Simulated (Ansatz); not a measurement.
## Rh: strain energy, fitted

Rh, P6_3/mmc, a = 2.689 Å, c = 4.329 Å. This isn't the element's structure at ambient conditions. Ansatz: PBEsol, PAW, 420 eV, Γ-centred 24×24×12 mesh on 2 atoms, Gaussian smearing 0.10 eV; no spin polarisation. Series: uniaxial strain along c, with a, b and atoms relaxed; x is the strain in per cent. y is the free energy over the unstrained cell, V0 = 13.551 Å³/atom.

| x (%) | y (meV/atom) |
| --- | --- |
| -6.0 | ? |
| -4.0 | 30.61 |
| -2.0 | 8.16 |
| 0.0 | 0.00 |
| 2.0 | 5.19 |
| 4.0 | 21.71 |
| 6.0 | 48.14 |

Question: Fit y = c2 x² + c3 x³ to the other rows, turn c2 into a modulus, and predict the missing energy.

Answer: Least squares on the rows shown. y = 1.6709 x² − 0.057996 x³. In eV per unit strain² c2 is 16.71; this is Young's modulus along the axis (E = ½ Y V0 ε²): 2 × 16.71 × 160.2 / (13.551) = 395 GPa. The unstrained cell keeps some stress along the strain, worth a slope of -0.46 meV/atom per %, which the form leaves out. With a term in x⁴ added, the coefficient of x² becomes 1.555, 7 % less, which shows how far this figure hangs on the form. At x = -6.0 the fit asked for gives 72.68 meV/atom. The run gave 67.46 meV/atom, so the fit is 5.22 meV/atom too high, 7.7 % of the span of the series, against an rms of 0.91 meV/atom on the fitted rows. The row lies outside the fitted range. With a term in x⁴ added, a fit to the same known rows predicts 78.35 meV/atom, further off still.